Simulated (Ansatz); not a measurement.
## CoO under changes of volume

One of the cells (11.575 Å³/atom); the others are scaled copies at fixed shape and fractional positions:

```
Co O
1.0
     3.19765    0.00000    0.00000
    -1.59882    2.76924    0.00000
     0.00000    0.00000    5.22871
Co O
2 2
Direct
  0.33333 0.66667 0.50336
  0.00000 0.00000 0.00347
  0.33333 0.66667 0.87156
  0.00000 0.00000 0.37161
```

Measurements of this composition are mostly on another form, of space group No. 225.

| Property | Result |
| --- | --- |
| Program | Ansatz 0.2.0 |
| Functional | r2SCAN |
| Potentials or basis | Ansatz PAW |
| Cutoff | 500 eV (not typed: the program's choice for these potentials) |
| k mesh | 10 × 10 × 5 |
| Occupations | fermi-dirac, width 0.05 eV |
| Spin | collinear spin, ferromagnetic start |
| Starting moments | [2.0, 2.0, 0.0, 0.0] μB |

```tsv
volume (Å³/atom)	energy over the lowest point (meV/atom)	pressure (GPa)	gap on the mesh (eV)
10.881	?	?	?
11.112	10.74	7.1	0.75
11.344	2.99	3.7	0.74
11.575	0.00	0.5	0.72
11.807	1.35	-2.3	0.71
12.038	6.60	-4.9	0.70
12.270	15.38	-7.2	0.68
```

**Question.** What does the run at 10.881 Å³/atom give?

**Answer.** Energy over the lowest point 23.80 meV/atom; pressure 11.0 GPa; gap on the mesh 0.77 eV.

Worked out: A Birch-Murnaghan fit of order 3 (a polynomial in V^(-2/3)) to the other rows has its minimum at 11.62 Å³/atom with B0 = V·E''(V) = 147 GPa and B' = 4.1 at fixed shape and positions, which overstates the stiffness. It gives 23.75 meV/atom at 10.881 Å³/atom, against the run's 23.80, and -dE/dV = 11.0 GPa, against 11.0. A straight line through the other rows of the gap, of slope -0.692 eV per unit of ln V, extrapolates to 0.77 eV, against the run's 0.77.

Energies are extrapolated to zero smearing.

Caveats: the magnetic or orbital state may not be the lowest; odd divisions of the mesh miss points on the zone boundary, where band edges often lie, so the gap on the mesh can be too wide; the PAW data sets come from PBE, with cores solved anew for the run's functional, which leaves a small shift of forces and pressure; the starting moments weren't kept.

A mesh can miss the band edges.
